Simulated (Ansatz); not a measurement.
A run of Ansatz 0.2.0:

The input input.yaml:

```yaml
crystal:
  lattice:
    - [3.724, 0.0, 0.0]
    - [-1.862, 3.2250786037, 0.0]
    - [0.0, 0.0, 5.062]
  atoms:
    - { symbol: Pt, position: [0.0, 0.0, 0.0] }
    - { symbol: Se, position: [0.6666666667, 0.3333333333, 0.75] }
    - { symbol: Se, position: [0.3333333333, 0.6666666667, 0.25] }
hamiltonian:
  xc:
    exchange: pbe
    correlation: pbe
    exx: { coeff: 0.35, omega: 0.2078699 }
  pseudopotentials: { kind: paw }
kpoints:
  mp_grid: { grid: [5, 5, 3] }
scf:
  occupations: { method: fermi_dirac, width: 0.05 }
output:
  forces: true
  stress: true
  eigenvalues: true
  write_density: true
  write_potential: true
  elf: true
  volumetric_format: npy
```

Potentials or basis: Ansatz PAW.

Run with:

```console
$ ansatz run input.yaml --threads 2 --pin off --max-ram 5632MiB --backend cpu --events-out ev --progress --plain --runs-dir out
```

Hardware: 2 threads of Arm Neoverse V1 (shared host).

How long does it take, and how much memory?

Wall time 28 s on 2 threads of Arm Neoverse V1, on a shared host, peak memory 1.1 GiB. Counts: scf iterations 31, plane waves 1205, k points 12, bands 30.
